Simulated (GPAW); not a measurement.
# AlN (P6_3mc) in GPAW: settings compared, part 3 of 3

GPAW 26.7.0. The steps go on from the part before.

## (4) Eps q, LDA

Contents of run.py:

```python
import numpy as np
from ase.dft.bandgap import bandgap
from ase.io import write
from ase.spacegroup import crystal
from gpaw import GPAW, PW
from gpaw.response.df import DielectricFunction

# Al 2b
# N 2b
atoms = crystal(['Al', 'N'],
                basis=[[0.6666666667, 0.3333333333, 0.5],
                       [0.6666666667, 0.3333333333, 0.88]],
                spacegroup=186, setting=1,  # P6_3mc
                cellpar=[3.113, 3.113, 4.981, 90.0, 90.0, 120.0],
                primitive_cell=True)

calc = GPAW(mode=PW(600),
            xc='LDA',
            kpts={'size': (8, 8, 5), 'gamma': True},
            occupations={'name': 'fermi-dirac', 'width': 0.05},
            nbands=18,
            convergence={'density': 1e-06},
            maxiter=75,
            txt='gpaw.txt')
atoms.calc = calc
energy = atoms.get_potential_energy()
calc.write('gs.gpw')
write('result.traj', atoms)
print(f'Energy: {energy:.6f} eV')
print('Fermi level:', round(calc.get_fermi_level(), 4), 'eV')
print(f'Gap: {bandgap(calc)[0]:.4f} eV, direct: {bandgap(calc, direct=True)[0]:.4f} eV')

dense = calc.fixed_density(kpts={'size': (5, 5, 4), 'gamma': True},
                           nbands=34, convergence={'bands': 28},
                           update_fermi_level=True, txt='dense.txt')
dense.write('dense.gpw', mode='all')

df = DielectricFunction('dense.gpw', frequencies=np.array([0.0]), hilbert=False, eta=0.001,
                        ecut=20, nbands=28, txt='df.txt')
for q_c in [[0.2, 0.2, 0.0], [0.4, 0.4, 0.0], [0.6, 0.6, 0.0], [0.8, 0.8, 0.0], [0.2, 0.0, 0.0], [0.4, 0.0, 0.0], [0.6, 0.0, 0.0], [0.8, 0.0, 0.0]]:
    e0, e = df.get_dielectric_function(xc='RPA', q_c=q_c, filename=None)
    q = np.linalg.norm(2 * np.pi * np.array(q_c) @ atoms.cell.reciprocal())
    print(q_c, f'|q| = {q:.4f} 1/A: eps {e0[0].real:.4f} without, {e[0].real:.4f} with local fields')
```

Potentials or basis: the program's PAW data sets (release 1.2.1) made for this functional, pw.

Command:

```console
$ OMP_NUM_THREADS=1 python run.py
```

gpaw.txt:

```text
__  _  _
 | _ |_)|_||  |
 |__||  | ||/\| - 26.7.0

Input parameters:
  mode=PW(ecut=600.0),
  convergence={'density': 1e-06},
  kpts=MonkhorstPack(size=(8, 8, 5), gamma=True),
  maxiter=75,
  nbands=18,
  occupations=Occupations(name='fermi-dirac', width=0.05),
  xc=XC(name='LDA')

Diagonalizing LCAO Hamiltonian
Converting LCAO to pw mode

           N

           Al
        N

        Al

Atoms  # Å, Bohr magnetons
|   | symbol |         x |        y |        z |    initial magnetic moments |
|---|--------|-----------|----------|----------|-----------------------------|
| 0 |     Al |  1.556500 | 0.898646 | 2.490500 | ( 0.0000,  0.0000,  0.0000) |
| 1 |     Al | -0.000000 | 1.797291 | 0.000000 | ( 0.0000,  0.0000,  0.0000) |
| 2 |      N |  1.556500 | 0.898646 | 4.383280 | ( 0.0000,  0.0000,  0.0000) |
| 3 |      N | -0.000000 | 1.797291 | 1.892780 | ( 0.0000,  0.0000,  0.0000) |

Unit cell  # Å
| periodic |         x |        y |        z |  lengths |     angles |
|----------|-----------|----------|----------|----------|------------|
|      yes |  3.113000 | 0.000000 | 0.000000 | 3.113000 |  90.000000 |
|      yes | -1.556500 | 2.695937 | 0.000000 | 3.113000 |  90.000000 |
|      yes |  0.000000 | 0.000000 | 4.981000 | 4.981000 | 120.000000 |

Number of symmetries: 6
Symmetry operations  # r_c * U_cc + t_c -> r_c
|   | kind |            matrix            |
|---|------|------------------------------|
| 0 |  σ   |  1, 1, 0,  0,-1, 0,  0, 0, 1 |
| 1 |  E   |  1, 0, 0,  0, 1, 0,  0, 0, 1 |
| 2 |  C3  |  0, 1, 0, -1,-1, 0,  0, 0, 1 |
| 3 |  σ   |  0,-1, 0, -1, 0, 0,  0, 0, 1 |
| 4 |  σ   | -1, 0, 0,  1, 1, 0,  0, 0, 1 |
| 5 |  C3  | -1,-1, 0,  1, 0, 0,  0, 0, 1 |

BZ-sampling:
  Number of BZ points: 320
  Number of IBZ points: 40

  Monkhorst-Pack size: [8, 8, 5]
  Monkhorst-Pack shift: [0.0625, 0.0625, 0.0]

K-points  # in reciprocal-cell coordinates
|     |                                coordinates |     weight |
|-----|--------------------------------------------|------------|
|   0 | (  0.00000000,   0.00000000,   0.00000000) | 0.00312500 |
|   1 | (  0.00000000,   0.00000000,   0.20000000) | 0.00625000 |
|   2 | (  0.00000000,   0.00000000,   0.40000000) | 0.00625000 |
|   3 | (  0.12500000,   0.00000000,  -0.40000000) | 0.01875000 |
|   4 | (  0.12500000,   0.00000000,  -0.20000000) | 0.01875000 |
|   5 | (  0.12500000,   0.00000000,   0.00000000) | 0.01875000 |
|   6 | (  0.12500000,   0.00000000,   0.20000000) | 0.01875000 |
|   7 | (  0.12500000,   0.00000000,   0.40000000) | 0.01875000 |
|   8 | (  0.25000000,  -0.12500000,   0.00000000) | 0.01875000 |
|   9 | (  0.25000000,  -0.12500000,   0.20000000) | 0.03750000 |
| ... |                                            |            |
|  39 | (  0.50000000,   0.50000000,   0.40000000) | 0.01875000 |

Plane wave coefficients: 1418
Cutoff: 600.0 eV

Spin-components: 1 (collinear spins)
Bands:           18
Projectors:      20
Spin-degeneracy: 2
Datatype:        complex128

Density:
  Valence electrons: 16.0
  Components: 1
  Grid points: [18 18 30]
  Charge: 0.0  # |e|

Potential:
  Grid points: [18 18 30]

species:
  Al:
    name:    Aluminium
    Z:       13.0
    valence: 3
    core:    10
    charge:  0.0  # [|e|]
    compensation charges:
      type: gauss
      rc: 0.34  # [Å]
      lmax: 2
    cutoffs:
      filter: 1.91  # [Å]
      core: 2.36  # [Å]
    projectors
    | kind |    occ | energy [eV] | rcut [Å] |
    |------|--------|-------------|----------|
    |   3s |  2.000 |      -7.830 |    1.085 |
    |   3p |  1.000 |      -2.783 |    1.085 |
    |    s |        |      19.382 |    1.085 |
    |    p |        |      24.428 |    1.085 |
    |    d |        |       0.000 |    1.085 |

    Using partial waves for Al as LCAO basis

  N:
    name:    Nitrogen
    Z:       7.0
    valence: 5
    core:    2
    charge:  0.0  # [|e|]
    compensation charges:
      type: gauss
      rc: 0.18  # [Å]
      lmax: 2
    cutoffs:
      filter: 1.11  # [Å]
      core: 0.96  # [Å]
    projectors
    | kind |    occ | energy [eV] | rcut [Å] |
    |------|--------|-------------|----------|
    |   2s |  2.000 |     -18.420 |    0.603 |
    |   2p |  3.000 |      -7.237 |    0.529 |
    |    s |        |       8.791 |    0.603 |
    |    p |        |      19.974 |    0.529 |
    |    d |        |       0.000 |    0.577 |

    Using partial waves for N as LCAO basis

Reference energy: -16098.591502  # eV

eigensolver:
  PPCG
  Converge bands: occupied
  niter=2

density mixing:
  MSR1-Mixer
  Pratt-step length: 0.05
  Maximum mixing coefficient: 0.75
  Old densities: 10
  SVD Regularization: 0.005
  Good broyden scale: 1.0
  Trust region scale: 1.0
  Backstep threshold: 4.0
  History deletion threshold: 6.0
  Fourier metric: weight=20.0, sigma=0.015

occupation numbers:
  Fermi-Dirac:
    width: 0.0500  # eV

poisson solver:
  ecut: 4800.0  # eV

xc functional:
  name: None

convergence criteria:
- Maximum integral of absolute [dens]ity change: 1e-06 electrons / valence electron
- Maximum [total energy] change in last 3 cyles: 0.0005 eV / valence electron
- Maximum integral of absolute [eigenst]ate change: 4e-08 eV^2 / valence electron
maximum number of iterations: 75

SCF iterations
|iter     | |      energy | eigst |  dens |
|---------|-|-------------|-------|-------|
|iter:   1| |  -36.638673 | -0.27 |       |
|iter:   2| |  -35.600108 | -2.05 | -0.55 |
|iter:   3| |  -32.525937 | -0.78 | -0.61 |
|iter:   4| |  -32.503004 | -2.97 | -1.25 |
|iter:   5| |  -32.499253 | -3.56 | -1.57 |
|iter:   6| |  -32.499306c| -5.87 | -2.74 |
|iter:   7| |  -32.499316c| -6.57 | -3.15 |
|iter:   8| |  -32.499316c| -7.90c| -4.31 |
|iter:   9| |  -32.499316c| -7.58c| -4.60 |
|iter:  10| |  -32.499316c| -8.56c| -5.12 |
|iter:  11| |  -32.499316c| -9.82c| -6.06c|

Converged in 11 steps
Energy contributions relative to reference atoms: (reference = -16098.591502)

Energy contributions:
  Kinetic:          32.155491
  Coulomb:         -27.307083
  Zero:             -0.041835
  External:          0.000000
  Xc:              -37.305889
  Entropy:          -0.000000
  Spinorbit:         0.000000
  ----------------------------
  Free energy:     -32.499316
  Extrapolated:    -32.499316

dipole moment: (-0.000000, -0.000001, -6.848914)  # |e|*Ang

Fermi level: 6.782
Eigenvalues  # (at kpt = [0.000, 0.000, 0.000])
| band index |      eig [eV] | occ [0-2] |
|------------|---------------|-----------|
|          0 |        -9.184 |     2.000 |
|          1 |        -6.967 |     2.000 |
|          2 |        -0.185 |     2.000 |
|          3 |         5.018 |     2.000 |
|          4 |         5.018 |     2.000 |
|          5 |         5.672 |     2.000 |
[... 8 lines left out ...]
|         14 |        18.817 |     0.000 |
|         15 |        18.817 |     0.000 |
|        ... |               |           |
|         17 |        20.534 |     0.000 |

Gap: 4.245 eV
Transition (v -> c):
  (s=0, k=0, n=7, [0.00, 0.00, 0.00]) -> (s=0, k=0, n=8, [0.00, 0.00, 0.00])
No difference between direct/indirect transitions
# Writing to gs.gpw (mode='')
```

stdout:

```text
Energy: -32.499316 eV
Fermi level: 6.7817 eV
Gap: 4.2451 eV, direct: 4.2451 eV
[0.2, 0.2, 0.0] |q| = 0.8073 1/A: eps 3.3045 without, 3.2996 with local fields
[0.4, 0.4, 0.0] |q| = 1.6147 1/A: eps 2.0655 without, 2.0237 with local fields
[0.6, 0.6, 0.0] |q| = 2.4220 1/A: eps 2.5429 without, 2.5184 with local fields
[0.8, 0.8, 0.0] |q| = 3.2294 1/A: eps 1.9757 without, 1.9272 with local fields
[0.2, 0.0, 0.0] |q| = 0.4661 1/A: eps 4.0021 without, 3.9451 with local fields
[0.4, 0.0, 0.0] |q| = 0.9322 1/A: eps 3.0154 without, 2.9695 with local fields
[0.6, 0.0, 0.0] |q| = 1.3984 1/A: eps 2.2733 without, 2.2260 with local fields
[0.8, 0.0, 0.0] |q| = 1.8645 1/A: eps 1.7898 without, 1.7422 with local fields
```

df.txt:

```text
FrequencyGridDescriptor(from 0.000 to 0.000 eV, 1 points)
FrequencyGridDescriptor(from 0.000 to 0.000 eV, 1 points)

Calculating chi0 body with:
    Ground state adapter containing:
    Number of spins: 1
    Number of kpoints: 100
    Number of irreducible kpoints: 17
    Number of completely occupied states: 8
    Number of partially occupied states: 8

    Linear response parametrization:
    q_c: [0.2, 0.2, 0.0]
    Number of frequency points: 1
    Planewave cutoff: 20.0
    Number of bands: 28
    Number of planewaves: 9
    Broadening (eta): 0.001

Integrating chi0 body.
[... 18 lines left out ...]
    Linear response parametrization:
    q_c: [0.4, 0.4, 0.0]
    Number of frequency points: 1
    Planewave cutoff: 20.0
    Number of bands: 28
    Number of planewaves: 9
    Broadening (eta): 0.001

Integrating chi0 body.

Symmetries of q_c:
    Direct symmetries (Uq -> q): 1
    Indirect symmetries (TUq -> q): 1
In total 2 allowed symmetries.

Integral kind: response function

Finished calculating chi0

[... 5 further blocks of this kind ...]
Calculating chi0 body with:
    Ground state adapter containing:
    Number of spins: 1
    Number of kpoints: 100
    Number of irreducible kpoints: 17
    Number of completely occupied states: 8
    Number of partially occupied states: 8

    Linear response parametrization:
    q_c: [0.8, 0.0, 0.0]
    Number of frequency points: 1
    Planewave cutoff: 20.0
    Number of bands: 28
    Number of planewaves: 8
    Broadening (eta): 0.001

Integrating chi0 body.

Symmetries of q_c:
    Direct symmetries (Uq -> q): 2
    Indirect symmetries (TUq -> q): 0
In total 2 allowed symmetries.

Integral kind: response function

Finished calculating chi0
```

It took 54 s on 1 thread of Arm Neoverse V1, shared host; peak memory 0.27 GiB.

These settings aren't checked as converged: the numbers below hold their error.

What came out:

```yaml
Free_energy: -32.4993 eV
Band_gap_on_the_k_mesh: 4.25 eV, direct
```

Caveat: the k mesh is coarse (spacing up to 0.47 Å⁻¹), so the values aren't converged; an odd mesh through Γ misses points on the zone boundary, where band edges often lie.

## (5) Against experiment

Step 3. Measured gap of AlN: 6.0343 eV (an exciton energy, a little under the gap; 0 K; quoted in “Structural and optical properties of self-assembled AlN nanowires grown on SiO2/Si substrates by molecular beam epitaxy”, 2024, arxiv:2402.00216). This calculation gives 4.42 eV (-1.61 eV). 2 values of this kind are on record (6.034 to 6.0343 eV); this one was drawn at random. The value is that of LDA, without temperature or zero-point motion. Semilocal functionals fall short of measured gaps as a rule.
